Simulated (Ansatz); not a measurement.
**MoTe2: a single-point run**

The task is a single-point run on MoTe2. The structure is shown as the input types it. The cell is built on a prototype (CdCl2 type) and needn't be the phase found in nature.

Computed with Ansatz 0.2.0 (density functional or hybrid calculation with the settings of its input, plane waves (as first typed), unless a step's input says otherwise).

3 further runs of the same task are left out: 3 that didn't finish.

### Step 1. The structure to begin with

The structure is trigonal, space group R-3m (No. 166). The conventional cell has a = 3.502 Å, b = 3.502 Å, c = 21.206 Å, α = 90.00°, β = 90.00°, γ = 120.00°. Mo (site symmetry -3m) has 6 Te at 2.73 Å as nearest neighbours. Around Te (site symmetry 3m) lie 3 Mo at 2.73 Å.

The input asks for a charge of +2 e on the cell.

As a file:

```
CELL_PARAMETERS angstrom
1.75095 1.01091 7.06877
-1.75095 1.01091 7.06877
0.00000 -2.02183 7.06877
ATOMIC_POSITIONS crystal
Mo 0.00000 0.00000 0.00000
Te 0.24656 0.24656 0.24656
Te 0.75344 0.75344 0.75344
```

### Step 2. The calculation

input.yaml reads:

```yaml
crystal:
  lattice:
    - [1.7509539888, 1.0109137567, 7.0687660149]
    - [-1.7509539888, 1.0109137567, 7.0687660149]
    - [0.0, -2.0218275135, 7.0687660149]
  atoms:
    - { symbol: Mo, position: [0.0, 0.0, 0.0] }
    - { symbol: Te, position: [0.2465646676, 0.2465646676, 0.2465646676] }
    - { symbol: Te, position: [0.7534353324, 0.7534353324, 0.7534353324] }
kpoints:
  mp_grid: { grid: [6, 6, 6] }
hamiltonian:
  xc: pbe
scf:
  occupations: { method: fermi_dirac, width: 0.02 }
  n_extra_bands: 4
  max_iter: 65
output:
  forces: true
  stress: true
  eigenvalues: true
total_charge: 2
```

Started as:

```sh
> ansatz run input.yaml --threads 4 --pin off --max-ram 3686MiB --backend cpu --events-out ev --progress --plain --runs-dir out
```

Q: Will this input give a usable result? If not, why, and what should change?

The program finished normally. That alone doesn't make the input a sound one.

Look at the input: total_charge is 2. With this charge the calculation describes a differently charged system.

Run again and compare: delete total_charge (the default then holds).
